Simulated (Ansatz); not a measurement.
Input and command of a calculation in Ansatz (plane waves; scalar-relativistic PAW potentials unless the input names others):

```yaml
crystal:
  lattice:
    - [4.426366076, 0.0, 0.0]
    - [0.0, 4.426366076, 0.0]
    - [0.0, 0.0, 4.426366076]
  atoms:
    - { symbol: Si, position: [0.8468046432, 0.8468046432, 0.8468046432], spin: 2.0 }
    - { symbol: Si, position: [0.6531953568, 0.1531953568, 0.3468046432] }
    - { symbol: Si, position: [0.3468046432, 0.6531953568, 0.1531953568] }
    - { symbol: Si, position: [0.1531953568, 0.3468046432, 0.6531953568] }
    - { symbol: Ni, position: [0.1497983019, 0.1497983019, 0.1497983019] }
    - { symbol: Ni, position: [0.3502016981, 0.8502016981, 0.6497983019] }
    - { symbol: Ni, position: [0.6497983019, 0.3502016981, 0.8502016981] }
    - { symbol: Ni, position: [0.8502016981, 0.6497983019, 0.3502016981] }
basis:
  ecutwfc: 420
kpoints:
  mp_grid: { grid: [8, 8, 8] }
hamiltonian:
  xc: pbe
scf:
  occupations: { method: gaussian, width: 0.1 }
  max_iter: 80
output:
  forces: true
  eigenvalues: true
  stress: true
```

```bash
ansatz run input.yaml --threads 2 --pin off --max-ram 5120MiB --backend cpu --events-out ev --progress --plain --runs-dir out
```

Problem. What will the program do with this input?

Solution. The program refuses it, because of a moment without spin polarisation (crystal.atoms[0].spin: not typed → 2.0). Without that key it is accepted.

Abridged log:
```
Error: inconsistent input (magnetization.spin_polarized): false but per-atom `spin:`, `per_species`, `initial_magnetization`, `magnetic_field`, or `spin_locking` is set
```